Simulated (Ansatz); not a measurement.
# BP: the cost of one run

Computed with Ansatz 0.2.0 (DFT PBEsol, scalar-relativistic, plane waves, PAW, unless a step's input says otherwise).

2 further runs of the same task are left out: 2 set aside as unsound or not needed. Runs told in other sessions of the task aren't counted.

**1. The starting structure**

It takes space group F-43m (No. 216, cubic). The conventional cell has a = 4.520 Å, b = 4.520 Å, c = 4.520 Å, α = 90.00°, β = 90.00°, γ = 90.00°. B (site symmetry -43m) has 4 P at 1.96 Å in its first shell of neighbours. P (site symmetry -43m) is surrounded by 4 B at 1.96 Å.

Coordinates:

```
B P
1.0
     0.00000    2.26009    2.26009
     2.26009    0.00000    2.26009
     2.26009    2.26009    0.00000
B P
1 1
Direct
  0.00000 0.00000 0.00000
  0.75000 0.75000 0.75000
```

This cell was relaxed beforehand with the same method: volume 11.54 Å³/atom, gap on the mesh 1.12 eV.

The bulk reference comes from a run made before at the same settings: -446.7946 eV/atom.

**2. The (211) slab**

Miller indices refer to the conventional cell of the relaxed bulk, F-43m (No. 216): a = 4.520 Å, b = 4.520 Å, c = 4.520 Å, α = 90.00°, β = 90.00°, γ = 90.00°.

The slab is a (211) slab, 10.1 Å thick as cut, with 15 Å of vacuum; its outer planes are BP (top) and BP (bottom).

The slab as cut. Its planes from the bottom up:

| plane | atoms per cell | height over the lowest (Å) |
| --- | --- | --- |
| 1 | BP | 0.00 |
| 2 | BP | 0.92 |
| 3 | BP | 1.85 |
| 4 | BP | 2.77 |
| 5 | BP | 3.69 |
| 6 | BP | 4.61 |
| 7 | BP | 5.54 |
| 8 | BP | 6.46 |
| 9 | BP | 7.38 |
| 10 | BP | 8.30 |
| 11 | BP | 9.23 |
| 12 | BP | 10.15 |

**3. Single point on the unrelaxed (211) slab**

A dipole layer in the vacuum cancels the field that periodic copies would set up if the slab's two faces differ.

The input, input.yaml:

```yaml
crystal:
  lattice:
    - [3.1962448307, 0.0, 0.0]
    - [0.0, 7.8291689282, 0.0]
    - [0.0, 0.0, 25.1494404736]
  atoms:
    - { symbol: B, position: [0.5, 0.6666666667, 0.2982173702] }
    - { symbol: P, position: [0.5, 0.4166666667, 0.2982173702] }
    - { symbol: B, position: [0.0, 0.3333333333, 0.3349051211] }
    - { symbol: P, position: [0.0, 0.0833333333, 0.3349051211] }
    - { symbol: B, position: [0.5, 0.0, 0.3715928719] }
    - { symbol: P, position: [0.5, 0.75, 0.3715928719] }
    - { symbol: B, position: [0.0, 0.6666666667, 0.4082806228] }
    - { symbol: P, position: [0.0, 0.4166666667, 0.4082806228] }
    - { symbol: B, position: [0.5, 0.3333333333, 0.4449683737] }
    - { symbol: P, position: [0.5, 0.0833333333, 0.4449683737] }
    - { symbol: B, position: [0.0, 0.0, 0.4816561246] }
    - { symbol: P, position: [0.0, 0.75, 0.4816561246] }
    - { symbol: B, position: [0.5, 0.6666666667, 0.5183438754] }
    - { symbol: P, position: [0.5, 0.4166666667, 0.5183438754] }
    - { symbol: B, position: [0.0, 0.3333333333, 0.5550316263] }
    - { symbol: P, position: [0.0, 0.0833333333, 0.5550316263] }
    - { symbol: B, position: [0.5, 0.0, 0.5917193772] }
    - { symbol: P, position: [0.5, 0.75, 0.5917193772] }
    - { symbol: B, position: [0.0, 0.6666666667, 0.6284071281] }
    - { symbol: P, position: [0.0, 0.4166666667, 0.6284071281] }
    - { symbol: B, position: [0.5, 0.3333333333, 0.6650948789] }
    - { symbol: P, position: [0.5, 0.0833333333, 0.6650948789] }
    - { symbol: B, position: [0.0, 0.0, 0.7017826298] }
    - { symbol: P, position: [0.0, 0.75, 0.7017826298] }
basis:
  ecutwfc: 420
kpoints:
  mp_grid: { grid: [8, 4, 1] }
hamiltonian:
  xc: pbesol
scf:
  occupations: { method: gaussian, width: 0.05 }
output:
  forces: true
  stress: true
  eigenvalues: true
efield:
  axis: 3
  dipole_correction: true
  ramp_width: 0.04
```

Launch:

```console
$ ansatz run input.yaml --threads 2 --pin off --max-ram 5120MiB --backend cpu --events-out ev --progress --plain --runs-dir out
```

What time and memory should one allow on 2 threads of Intel Xeon 6975P-C (Granite Rapids), shared host?

About 20 s, with a peak of 1.1 GiB.
